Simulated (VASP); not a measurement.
Crystal: V.

```
V
1.0
     2.69235    0.00000    0.00000
    -1.34617    2.33164    0.00000
     0.00000    0.00000    4.39661
V
2
Direct
  0.33333 0.66667 0.25000
  0.66667 0.33333 0.75000
```

This isn't the form of V at room conditions, which is bcc.

| Item | Value |
| --- | --- |
| Program | VASP 6.6.1 |
| Task | relaxation of cell and atoms |
| Functional | RPBE |
| Potentials or basis | VASP PAW PBE potentials, release 64 (V_sv) |
| Cutoff | 600 eV |
| k mesh | 18 × 18 × 10 |
| Occupations | gaussian, width 0.1 eV |
| Spin | no spin polarisation |

At the start: pressure 5.2 GPa; volume 13.80 Å³/atom.

Question: How do energy, volume and symmetry change on relaxing?

Answer: Over 8 steps the energy falls by 38.2 meV/atom and the volume is 14.19 Å³/atom (+2.8 %); space group P6_3/mmc (No. 194, to 0.05 Å).

The path:
| step | energy change (eV) | largest force (eV/Å) | pressure (GPa) | volume (Å³) |
| --- | --- | --- | --- | --- |
| 1 | 0.0000 | 0.0000 | 5.18 | 27.60 |
| 2 | -0.0315 | 0.0000 | -5.30 | 29.41 |
| 3 | -0.0354 | 0.0000 | -2.92 | 28.95 |
| 4 | -0.0710 | 0.0000 | -2.38 | 28.81 |
| 5 | -0.0739 | 0.0000 | -2.09 | 28.76 |
| 6 | -0.0735 | 0.0000 | 2.33 | 27.99 |
| 7 | -0.0764 | 0.0000 | -0.03 | 28.39 |
| 8 | -0.0764 | 0.0000 | -0.01 | 28.38 |

Final structure:
```
V
1.0
     2.63582    0.00000    0.00000
    -1.31791    2.28269    0.00000
     0.00000    0.00000    4.71762
V
2
Direct
  0.33333 0.66667 0.25000
  0.66667 0.33333 0.75000
```

Caveat: the PAW data sets were made with another functional, which shifts forces and pressure a little.
